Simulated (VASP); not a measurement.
The input files of a VASP run:

File KPOINTS:
```
Automatic mesh
0
Gamma
6 6 6
0 0 0
```

**POSCAR**
```
ZnTe
1
    0.0000000000     3.1110383916     3.1109878774
    3.1109950251     0.0000000000     3.1109472457
    3.1109486402     3.1110262762     0.0000000000
Zn Te
1 1
Direct
  0.0000000000   0.0000000000   0.0000000000
  0.2500000000   0.2500000000   0.2500000000
```

**INCAR**
```
SYSTEM = ZnTe
PREC = Accurate
ENCUT = 400
EDIFF = 1E-6
NELM = 100
ALGO = Normal
LREAL = .FALSE.
LASPH = .TRUE.
ISMEAR = 0
SIGMA = 0.05
GGA = PE
LMAXMIX = 4
LWAVE = .FALSE.
LCHARG = .FALSE.
ISIF = 2
```

POTCAR, in this order: Zn Te (PBE.64 set). Program: vasp_std.

Problem. One choice in this input is risky. Which, and does it do harm here?

Solution. The risk: the lattice vectors carry noise near SYMPREC. Here it does no harm: the run (PBE GGA, plane waves, VASP's PBE PAW potentials (set 64)) converges to the same energy and pressure as with the safe setting.
OSZICAR:
```
       N       E                     dE             d eps       ncg     rms          rms(c)
DAV:   1     0.704252745551E+02    0.70425E+02   -0.72540E+03   780   0.117E+03
DAV:   2    -0.159888396656E+01   -0.72024E+02   -0.69702E+02   860   0.233E+02
DAV:   3    -0.530141395358E+01   -0.37025E+01   -0.36898E+01   945   0.548E+01
DAV:   4    -0.535338209859E+01   -0.51968E-01   -0.51959E-01  1054   0.660E+00
DAV:   5    -0.535376290815E+01   -0.38081E-03   -0.38081E-03   925   0.423E-01    0.436E+00
DAV:   6    -0.518646729112E+01    0.16730E+00   -0.57823E-01  1003   0.208E+01    0.345E+00
DAV:   7    -0.517621038033E+01    0.10257E-01   -0.10705E-01   880   0.373E+00    0.138E+00
DAV:   8    -0.517629057219E+01   -0.80192E-04   -0.45763E-03   948   0.684E-01    0.366E-01
DAV:   9    -0.517654785553E+01   -0.25728E-03   -0.10539E-03   865   0.305E-01    0.119E-01
DAV:  10    -0.517656719969E+01   -0.19344E-04   -0.70565E-05   930   0.803E-02    0.918E-02
DAV:  11    -0.517662438606E+01   -0.57186E-04   -0.93293E-05   845   0.697E-02    0.526E-02
DAV:  12    -0.517662474107E+01   -0.35501E-06   -0.47511E-06   925   0.376E-02
   1 F= -.51766247E+01 E0= -.51766247E+01  d E =-.475719E-13
```

The compound is ZnTe in the zinc blende structure. The cell was not relaxed at this level.
